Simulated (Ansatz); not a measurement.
## Equation of state of AgCl from a dense series

```yaml
crystal:
  lattice:
    - [0.00000, 2.77315, 2.77315]
    - [2.77315, 0.00000, 2.77315]
    - [2.77315, 2.77315, 0.00000]
  atoms:
    - { symbol: Ag, position: [0.50000, 0.50000, 0.50000] }
    - { symbol: Cl, position: [0.00000, 0.00000, 0.00000] }
```

Atoms are numbered in the order listed.

Conventional cell: a = 5.546 Å, b = 5.546 Å, c = 5.546 Å, α = 90.00°, β = 90.00°, γ = 90.00°. Ag (atom 1) has 6 Cl at 2.77 Å as nearest neighbours. Cl (atom 2) has 6 Ag at 2.77 Å as nearest neighbours.

The cell is COD entry 9011666, as deposited and not checked against the literature; nothing was relaxed.

Computed with DFT, PBE, all-electron LAPW, scalar-relativistic in Ansatz 0.2.0.

Sampling and basis: a Γ-centred 8×8×8 k mesh, Fermi–Dirac smearing of 0.02 eV, basis error target 0.5 meV/atom, no spin polarisation.

The cell is scaled evenly. Fractional coordinates are held (clamped ions).

```tsv
V (Å³/atom)	P (GPa)
20.047	5.25
20.900	2.68
21.113	2.13
21.327	1.61
21.540	1.13
21.753	0.67
22.180	-0.17
22.606	-0.91
```

Problem. Fit a third-order Birch–Murnaghan curve to the pressures.

Solution. P = (3B0/2)(y^(7/2) − y^(5/2))[1 + (3/4)(B0′ − 4)(y − 1)] with y = (V0/V)^(2/3) fits within 0.01 GPa for V0 = 22.089 Å³/atom, B0 = 41.8 GPa and B0′ = 5.31.

Problem. Predict the pressure at the withheld volume, 20.473 Å³/atom.

Solution. There y = 1.0519, so the fit gives 3.89 GPa; the run gave 3.89 GPa.
